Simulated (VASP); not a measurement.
The system is HfO2.

```xyz
3
Lattice="0.0000 2.5575 2.5575 2.5575 0.0000 2.5575 2.5575 2.5575 0.0000" Properties=species:S:1:pos:R:3 pbc="T T T"
Hf    0.0000    0.0000    0.0000
O     1.2788    1.2788    1.2788
O     3.8363    3.8363    3.8363
```

Measurements of this composition are mostly on another form, of space group No. 14.

| Quantity | Value |
| --- | --- |
| Program | VASP 6.6.1 |
| Task | relaxation of cell and atoms |
| Functional | PBE |
| Dispersion | D3(BJ) |
| Potentials or basis | VASP PAW PBE potentials, release 64 (Hf_pv, O) |
| Cutoff | 600 eV |
| k mesh | 10 × 10 × 10 |
| Occupations | gaussian, width 0.03 eV |
| Spin | no spin polarisation |

At the start: pressure -9.8 GPa; volume 11.15 Å³/atom.

Q: Where does the relaxation end?

A: Over 3 steps the energy falls by 14.1 meV/atom and the volume is 10.71 Å³/atom (-4.0 %); space group Fm-3m (No. 225, to 0.05 Å).

Step by step:
```csv
step,energy change (eV),largest force (eV/Å),pressure (GPa),volume (Å³)
1,0.0000,0.0000,-9.76,33.46
2,0.0528,0.0000,17.48,30.27
3,-0.0424,0.0000,-0.13,32.13
```

Final structure:
```cif
data_structure
_symmetry_space_group_name_H-M 'P 1'
_symmetry_Int_Tables_number 1
_cell_length_a 3.5685
_cell_length_b 3.5685
_cell_length_c 3.5685
_cell_angle_alpha 60.000
_cell_angle_beta 60.000
_cell_angle_gamma 60.000
_cell_volume 32.13
loop_
_atom_site_label
_atom_site_type_symbol
_atom_site_fract_x
_atom_site_fract_y
_atom_site_fract_z
_atom_site_occupancy
Hf1 Hf 0.00000 0.00000 0.00000 1
O1 O 0.25000 0.25000 0.25000 1
O2 O 0.75000 0.75000 0.75000 1
```
